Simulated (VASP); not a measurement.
# VSi23 (a cell with a defect) in VASP: further runs, part 2 of 2

VASP 6.6.1.

**3. Single point, PBEsol, collinear spin, ferromagnetic start**

The input, INCAR:

```
PREC     = Accurate       # precision mode
ENCUT    = 350            # plane-wave cutoff, eV
EDIFF    = 1E-5           # SCF threshold, eV
ISMEAR   = 0              # smearing method
SIGMA    = 0.03           # smearing width, eV
LREAL    = Auto         
LASPH    = True           # aspherical terms in the spheres
NELM     = 120            # most SCF steps
ALGO     = Normal         # electronic algorithm
ISIF     = 2              # what is computed and relaxed
LWAVE    = False          # write WAVECAR
LCHARG   = False          # write CHGCAR
ISPIN    = 2              # spin polarisation
MAGMOM   = 2 0 0 0 0 0 0 0 0 0 0 0 0 0 0 0 0 0 0 0 0 0 0 0 # initial moments
LORBIT   = 11             # projections on sites
NUPDOWN  = 2              # fixed moment
LMAXMIX  = 4              # l up to which the mixer works
GGA      = PS             # functional
NELECT   = 106.0        
ISYM     = 0            
KPAR     = 4
```

The input, KPOINTS:

```
regular mesh
0
Gamma
  2 3 3
```

The input, POSCAR:

```
VSi23                                   
1.0
    0.0000000000      8.1555000000      8.1555000000
    5.4370000000      0.0000000000      5.4370000000
    5.4370000000      5.4370000000      0.0000000000
  V               Si            
     1    23
Direct
     0.9916910564946458    0.0020082161867984    0.0005795892888350
     0.0037283958119271    0.0016864349687360    0.4980552151249004
     0.0039535043963240    0.4969429324292248    0.0001792759098716
     0.0035737290859696    0.4999072928091065    0.4955730170489441
     0.3276933702442976    0.0045612210228031    0.0045858283019937
     0.3378550614605868    0.0000096815047018    0.4941062280779104
     0.3381748540250986    0.4943644132076912    0.9996030143262631
     0.3335320298294626    0.4998951012531918    0.4996552644784993
     0.6690485576833850    0.9993687310306980    0.9998998963374875
     0.6633075284888902    0.0007615883972198    0.5076367556332855
     0.6638362766305247    0.5075747113726787    0.9999829132033453
     0.6686265576997394    0.4990802393736085    0.4992520324695185
     0.0812299263732561    0.1260536069057109    0.1271304070408352
     0.0896494410300008    0.1270931748287662    0.6159736778974241
     0.0901079545450439    0.6172636139458981    0.1228655883847601
     0.0834070466637273    0.6263275468770355    0.6249049367247375
     0.4226790594115456    0.1198178666723804    0.1195235476824075
     0.4144266660916894    0.1241242281959148    0.6308756793651359
     0.4148329683045944    0.6310190942424276    0.1239432707941726
     0.4182784758779017    0.6242392318130554    0.6240415502828076
     0.7325414987588473    0.1369404653723071    0.1368419525091032
     0.7539023317534789    0.1234208388885319    0.6252017387482630
     0.7541036660730038    0.6246338990314533    0.1236655593484147
     0.7525380432660522    0.6246238696700692    0.6237540610210676
```

Potentials or basis: VASP PAW PBE potentials, release 64 (V_sv, Si).

Launch:

```console
> cat potpaw_PBE.64/V_sv/POTCAR potpaw_PBE.64/Si/POTCAR > POTCAR
> mpirun -np 4 vasp_std > vasp.out
```

Run time: 99 s. Hardware: 4 MPI ranks of Intel Xeon 6975P-C (Granite Rapids), shared host; peak memory 0.64 GiB.

Results (log left out):

- Free energy: -132.7963 eV
- Largest force: 0.420 eV/Å
- Net moment: 2.00 μB per cell
- Site moments: V +1.67; Si +0.01, +0.00, -0.00, -0.03 μB
- Valence electrons inside the program's atomic spheres: V 11.59; Si 1.70, 1.69, 1.71, 1.74

Forces in eV/Å, atoms in the order of the input:
```
V   -0.031  0.048  0.037
Si   0.003  0.013 -0.087
Si   0.020 -0.081  0.016
Si   0.065  0.010 -0.011
Si  -0.055 -0.001  0.009
Si  -0.003  0.040  0.014
Si  -0.002  0.020  0.046
Si   0.004  0.018  0.016
Si  -0.050  0.008  0.013
Si  -0.018  0.043  0.018
Si  -0.004  0.014  0.042
Si   0.014  0.014  0.015
Si  -0.229 -0.247 -0.251
Si   0.241  0.191 -0.242
Si   0.250 -0.248  0.190
Si  -0.029  0.011  0.017
Si   0.041 -0.012 -0.018
Si   0.015 -0.013 -0.018
Si  -0.004 -0.025 -0.020
Si   0.000 -0.004  0.004
Si  -0.244  0.236  0.226
Si   0.014 -0.019  0.006
Si   0.004 -0.005 -0.015
Si  -0.002 -0.010 -0.009
```

Caveat: the cell is charged against a uniform background, so pressure and absolute levels hang on convention; the PAW data sets were made with another functional, which shifts forces and pressure a little; the total moment is fixed, so each spin has its own Fermi level.

**4. Single point, HSE06, collinear spin, ferromagnetic start**

POSCAR is that of step 3.

The input, INCAR.step1:

```
PREC     = Accurate       # precision mode
ENCUT    = 350            # plane-wave cutoff, eV
EDIFF    = 1E-5           # SCF threshold, eV
ISMEAR   = 0              # smearing method
SIGMA    = 0.03           # smearing width, eV
LREAL    = Auto         
LASPH    = True           # aspherical terms in the spheres
NELM     = 70             # most SCF steps
ALGO     = Normal         # electronic algorithm
ISIF     = 2              # what is computed and relaxed
LWAVE    = True           # write WAVECAR
LCHARG   = False          # write CHGCAR
ISPIN    = 2              # spin polarisation
MAGMOM   = 2 0 0 0 0 0 0 0 0 0 0 0 0 0 0 0 0 0 0 0 0 0 0 0 # initial moments
LORBIT   = 11             # projections on sites
NUPDOWN  = 2              # fixed moment
LMAXMIX  = 4              # l up to which the mixer works
NELECT   = 106.0        
ISYM     = -1           
TIME     = 0.4          
NKRED    = 2            
GGA      = PE             # functional
KPAR     = 2
```

The input, INCAR.step2:

```
PREC     = Accurate       # precision mode
ENCUT    = 350            # plane-wave cutoff, eV
EDIFF    = 1E-4           # SCF threshold, eV
ISMEAR   = 0              # smearing method
SIGMA    = 0.03           # smearing width, eV
LREAL    = Auto         
LASPH    = True           # aspherical terms in the spheres
NELM     = 70             # most SCF steps
ALGO     = Damped         # electronic algorithm
ISIF     = 2              # what is computed and relaxed
LWAVE    = False          # write WAVECAR
LCHARG   = False          # write CHGCAR
ISPIN    = 2              # spin polarisation
MAGMOM   = 2 0 0 0 0 0 0 0 0 0 0 0 0 0 0 0 0 0 0 0 0 0 0 0 # initial moments
LORBIT   = 11             # projections on sites
NUPDOWN  = 2              # fixed moment
LMAXMIX  = 4              # l up to which the mixer works
GGA      = PE             # functional
LHFCALC  = True           # exact exchange
HFSCREEN = 0.2            # screening, 1/A
PRECFOCK = Fast         
NELECT   = 106.0        
ISYM     = -1           
TIME     = 0.4          
NKRED    = 2            
ISTART   = 1            
KPAR     = 2
```

The input, KPOINTS:

```
regular mesh
0
Gamma
  2 2 2
```

Potentials or basis: VASP PAW PBE potentials, release 64 (V_sv, Si).

Launch:

```console
> cat potpaw_PBE.64/V_sv/POTCAR potpaw_PBE.64/Si/POTCAR > POTCAR
> cp INCAR.step1 INCAR
> mpirun -np 4 vasp_std > vasp.out
> cp INCAR.step2 INCAR
> mpirun -np 4 vasp_std > vasp.out
```

OUTCAR:

```text
PREC = Accurate
   ENCUT = 350
   EDIFF = 1E-4
   ISMEAR = 0
   LREAL = Auto
   LASPH = True
   NELM = 70
   ISIF = 2
   ISPIN = 2
   LORBIT = 11
   NUPDOWN = 2
   GGA = PE
   LHFCALC = True
   HFSCREEN = 0.2
   PRECFOCK = Fast
   NELECT = 106.0
   ISYM = -1
   NKRED = 2
   ISTART = 1

 ion  position               nearest neighbor table
   1  0.992  0.002  0.001-  13 2.42  14 2.42  15 2.42  21 2.44
   2  0.004  0.002  0.498-  13 2.33  14 2.34  22 2.35  16 2.36
   3  0.004  0.497  0.000-  13 2.33  15 2.34  23 2.35  16 2.36
   4  0.004  0.500  0.496-  15 2.34  14 2.34  16 2.36  24 2.36
   5  0.328  0.005  0.005-  13 2.32  17 2.34  19 2.35  18 2.35
   6  0.338  0.000  0.494-  14 2.34  17 2.35  20 2.36  18 2.36
[... 16 lines left out ...]
  23  0.754  0.625  0.124-   9 2.35   3 2.35  12 2.36  11 2.36
  24  0.753  0.625  0.624-  12 2.36  10 2.36  11 2.36   4 2.36

IMPORTANT INFORMATION: All symmetrisations will be switched off!
NOSYMM: (Re-)initialisation of all symmetry stuff for point group C_1.

----------------------------------------------------------------------------------------

                                     Primitive cell

  volume of cell :     482.1690

  direct lattice vectors                    reciprocal lattice vectors
     0.000000000  8.155500000  8.155500000    -0.061308320  0.061308320  0.061308320
     5.437000000  0.000000000  5.437000000     0.091962479 -0.091962479  0.091962479
     5.437000000  5.437000000  0.000000000     0.091962479  0.091962479 -0.091962479

  length of vectors
    11.533618708  7.689079139  7.689079139     0.106189124  0.159283687  0.159283687

  position of ions in fractional coordinates (direct lattice)
     0.991691056  0.002008216  0.000579589
     0.003728396  0.001686435  0.498055215
     0.003953504  0.496942932  0.000179276
     0.003573729  0.499907293  0.495573017
     0.327693370  0.004561221  0.004585828
     0.337855061  0.000009682  0.494106228
[... 16 lines left out ...]
     0.754103666  0.624633899  0.123665559
     0.752538043  0.624623870  0.623754061

  ion indices of the primitive-cell ions
   primitive index   ion index
                 1           1
                 2           2
                 3           3
                 4           4
                 5           5
                 6           6
[... 16 lines left out ...]
                23          23
                24          24

----------------------------------------------------------------------------------------

 KPOINTS: regular mesh

Automatic generation of k-mesh.
 Grid dimensions read from file:
 generate k-points for:    2    2    2

 Generating k-lattice:

  Cartesian coordinates                     Fractional coordinates (reciprocal lattice)
    -0.030654160  0.030654160  0.030654160     0.500000000  0.000000000  0.000000000
     0.045981240 -0.045981240  0.045981240     0.000000000  0.500000000  0.000000000
     0.045981240  0.045981240 -0.045981240     0.000000000  0.000000000  0.500000000

  Length of vectors
     0.053094562  0.079641843  0.079641843

  Shift w.r.t. Gamma in fractional coordinates (k-lattice)
     0.000000000  0.000000000  0.000000000

 Subroutine IBZKPT returns following result:
 ===========================================
[... 48 lines left out ...]
   IALGO  =     53    algorithm
   IMIX   =      4    mixing-type and parameters
     AMIX     =   0.40;   BMIX     =  1.00
     AMIX_MAG =   1.60;   BMIX_MAG =  1.00
  volume/ion in A,a.u.               =      20.09       135.58
  Fermi-wavevector in a.u.,A,eV,Ry     =   0.988046  1.867136 13.282474  0.976234
  Thomas-Fermi vector in A             =   2.119544
   LORBIT       =     11    0 simple, 1 ext, 2 COOP (PROOUT), +10 PAW based schemes
   GGA     = PE    functional components
   LHFCALC =     T    Hartree Fock is set to
   PRECFOCK=fast      Normal, Fast or Accurate (Low or Medium for compatibility)
   ENCUT4O =  -1.0   cutoff for four orbital integrals eV
   NKREDX  =     2    reduce k-point grid by
   NKREDY  =     2    reduce k-point grid by
   NKREDZ  =     2    reduce k-point grid by
   AEXX    =    0.2500 exact exchange contribution
   HFSCREEN=    0.2000 screening length (either q_TF or 0.3 A-1)
   HFSCREENC=   0.2000 screening length for correlation (either q_TF or 0.3 A-1)
   ENCUTFOCK=  -1.0 apply spherical cutoff to Coloumb kernel
   IVDW    =     0    specifies the selected vdW correction
   LEPSILON=     F    determine dielectric tensor
   LRPA    =     F    only Hartree local field effects (RPA)
 spin polarized calculation
 Gauss-broadening in eV      SIGMA  =   0.03
  energy-cutoff  :      350.00
  volume of cell :      482.17
 maximum number of plane-waves:      7219
  NGX = 40; NGY = 28; NGZ = 28
   NGX = 35   NGY = 23   NGZ = 23

 number of electron     106.0000006 magnetization       2.0000001

 Free energy of the ion-electron system (eV)
  ---------------------------------------------------
  ext. energy  EPLUGINS =         0.00000000
  ---------------------------------------------------
  free energy    TOTEN  =      -148.63288275 eV

  energy without entropy =     -148.63288275  energy(sigma->0) =     -148.63288275

 E-fermi :   5.4528     XC(G=0):  -7.8931

 val. band max:        5.2880386829   @ k =   0.0000   0.0000   0.0000
 cond. band min:       6.7134377672   @ k =   0.5000   0.0000   0.0000
 fundamental gap:      1.4253990843
 Fermi energy:         5.1183871932

 spin component 1

 k-point     1 :       0.0000    0.0000    0.0000
  band No.  band energies     occupation
      1     -63.2688      1.00000
      2     -35.7690      1.00000
      3     -35.7335      1.00000
      4     -35.6689      1.00000
      5      -7.8115      1.00000
      6      -6.3676      1.00000
[... 533 lines left out ...]
     64       8.7604      0.00000
     65       8.9227      0.00000
 Fermi energy:         5.4528081583

 spin component 2

 k-point     1 :       0.0000    0.0000    0.0000
  band No.  band energies     occupation
      1     -61.0018      1.00000
      2     -33.3110      1.00000
      3     -33.2487      1.00000
      4     -33.1677      1.00000
      5      -7.8165      1.00000
      6      -6.3717      1.00000
[... 533 lines left out ...]
     64       9.0630      0.00000
     65       9.1292      0.00000
 [bands above 65 left out]

------------------------ aborting loop because EDIFF is reached ----------------------------------------

  FORCE on cell =-STRESS in cart. coord.  units (eV):
  Direction    XX          YY          ZZ          XY          YZ          ZX
  --------------------------------------------------------------------------------------
  -------------------------------------------------------------------------------------
  Total       12.5115088     11.8970753     11.9122847     -0.1496889     -0.3701379     -0.1575229
  in kB       41.5739236     39.5322505     39.5827892     -0.4973946     -1.2299144     -0.5234258
  external PRESSURE =      40.2296545 kB  Pullay stress =       0.0000000 kB

 VOLUME and BASIS-vectors are now :
 -----------------------------------------------------------------------------
  energy-cutoff  :      350.00
  volume of cell :      482.17
      direct lattice vectors                 reciprocal lattice vectors
     0.000000000  8.155500000  8.155500000    -0.061308320  0.061308320  0.061308320
     5.437000000  0.000000000  5.437000000     0.091962479 -0.091962479  0.091962479
     5.437000000  5.437000000  0.000000000     0.091962479  0.091962479 -0.091962479

 POSITION                                       TOTAL-FORCE (eV/Angst)
 -----------------------------------------------------------------------------------
      0.01407      8.09089      8.09866         0.025311      0.058085      0.045498
      2.71710      2.73833      0.03958        -0.034371      0.022064     -0.016209
      2.70285      0.03322      2.73412        -0.012665     -0.009018      0.029499
      5.41243      2.72358      2.74714        -0.011983      0.050368      0.022840
      0.04973      2.69744      2.69730        -0.053345      0.023426      0.033582
      2.68651      5.44183      2.75543        -0.019639      0.012555      0.041480
[... 16 lines left out ...]
      4.06850      6.82246      9.54623         0.028858     -0.053078     -0.008633
      6.78743      9.52867      9.53340         0.052196     -0.026097     -0.023364
 -----------------------------------------------------------------------------------
    total drift:                               -0.005111      0.001554      0.005366

  FREE ENERGIE OF THE ION-ELECTRON SYSTEM (eV)
  ---------------------------------------------------
  free  energy   TOTEN  =      -148.6328827466 eV

  energy  without entropy=     -148.6328827466  energy(sigma->0) =     -148.63288275

 total charge

# of ion       s       p       d       tot
------------------------------------------
    1        2.300   6.165   3.088  11.553
    2        0.765   0.967   0.000   1.732
    3        0.765   0.968   0.000   1.732
    4        0.764   0.961   0.000   1.725
    5        0.765   0.980   0.000   1.744
    6        0.761   0.969   0.000   1.729
[... 16 lines left out ...]
   23        0.761   0.968   0.000   1.729
   24        0.760   0.963   0.000   1.724
--------------------------------------------------
tot         19.908  28.579   3.088  51.576

 magnetization (x)

# of ion       s       p       d       tot
------------------------------------------
    1        0.028   0.005   1.897   1.930
    2        0.004   0.004   0.000   0.008
    3        0.004   0.004   0.000   0.008
    4        0.004   0.004   0.000   0.008
    5        0.001  -0.001   0.000  -0.000
    6        0.002   0.001   0.000   0.003
[... 16 lines left out ...]
   23       -0.000  -0.000   0.000  -0.001
   24       -0.000  -0.000   0.000  -0.001
--------------------------------------------------
tot          0.007  -0.097   1.897   1.807
```

It took 7 min on 4 MPI ranks of Intel Xeon 6975P-C (Granite Rapids), shared host; peak memory 0.71 GiB.

Results:

| Item | Value |
| --- | --- |
| Free energy | -148.6329 eV |
| Largest force | 0.087 eV/Å |
| Net moment | 2.00 μB per cell |
| Site moments | V +1.93; Si +0.01, -0.00, +0.00, -0.04, -0.01 μB |
| Valence electrons inside the program's atomic spheres | V 11.55; Si 1.73, 1.74, 1.78, 1.79, 1.72 |

Forces on the atoms (eV/Å):
```
V    0.025  0.058  0.045
Si  -0.034  0.022 -0.016
Si  -0.013 -0.009  0.029
Si  -0.012  0.050  0.023
Si  -0.053  0.023  0.034
Si  -0.020  0.013  0.041
Si  -0.021  0.044  0.018
Si  -0.012  0.032  0.030
Si   0.001 -0.004  0.003
Si  -0.024 -0.045  0.036
Si  -0.006  0.032 -0.047
Si  -0.014  0.026  0.029
Si   0.022 -0.032 -0.035
Si   0.010 -0.047 -0.033
Si   0.022 -0.037 -0.047
Si   0.006 -0.014 -0.009
Si   0.046 -0.033 -0.040
Si   0.012  0.010 -0.026
Si  -0.008 -0.036  0.002
Si   0.018 -0.008 -0.001
Si  -0.066  0.045  0.033
Si   0.041 -0.013 -0.039
Si   0.029 -0.053 -0.009
Si   0.052 -0.026 -0.023
```

Caveat: the k mesh is coarse (spacing up to 0.50 Å⁻¹), so the values aren't converged, least of all with exact exchange; the cell is charged against a uniform background, so pressure and absolute levels hang on convention; the PAW data sets were made with another functional, which shifts forces and pressure a little; the total moment is fixed, so each spin has its own Fermi level.

**5. Overview**

```csv
level,spin,fixed moment (μB),k mesh,grid for exact exchange (PRECFOCK),screening parameter,mesh quality,moment (μB),largest force (eV/Å)
HSE06,"collinear, zero start",0,2 × 2 × 2,Fast,0.2 1/A,coarse,0.00,0.27
PBEsol,"collinear, ferromagnetic start",2,2 × 3 × 3,-,-,not flagged,2.00,0.42
HSE06,"collinear, ferromagnetic start",2,2 × 2 × 2,Fast,0.2 1/A,coarse,2.00,0.09
```

Some of these runs hold the atoms at other places in the same cell, which the table doesn't show; runs alike in all that it shows share one row.

Alike in all rows: task single point; potentials or basis VASP PAW PBE potentials, release 64 (V_sv, Si); cell as given; cutoff (eV) 350; smearing gaussian 0.03 eV.

Caveats: some runs use coarse meshes; the cell is charged against a uniform background, so pressure and absolute levels hang on convention; the PAW data sets were made with another functional, which shifts forces and pressure a little; the total moment is fixed, so each spin has its own Fermi level.

Absolute energies hang on the potentials; compare differences alone.
